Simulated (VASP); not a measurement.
C:

```
CELL_PARAMETERS angstrom
2.46100 0.00000 0.00000
-1.23050 2.13129 0.00000
0.00000 0.00000 6.70800
ATOMIC_POSITIONS crystal
C 0.00000 0.00000 0.25000
C 0.33333 0.66667 0.25000
C 0.50000 0.00000 0.75000
C 0.83333 0.66667 0.75000
```

The cell was built by a generator and needn't be a form met in nature.

Base run:

| Quantity | Value |
| --- | --- |
| Program | VASP 6.6.1 |
| Functional | r2SCAN |
| Potentials or basis | VASP PAW PBE potentials, release 64 (C) |
| Cutoff | 520 eV |
| k mesh | 16 × 16 × 4 |
| Occupations | fermi-dirac, width 0.05 eV |
| Spin | no spin polarisation |

Its results: band gap on the k mesh 0.23 eV; pressure -0.6 GPa; largest force 0.018 eV/Å.

Q: The run is repeated on the same cell with these changes: functional from r2SCAN to vdW-DF2. What comes out?

A: Band gap on the k mesh 0.18 eV; pressure 5.8 GPa; largest force 0.010 eV/Å.

Caveats: the PAW data sets were made with another functional, which shifts forces and pressure a little.

A k mesh can miss the band edges.
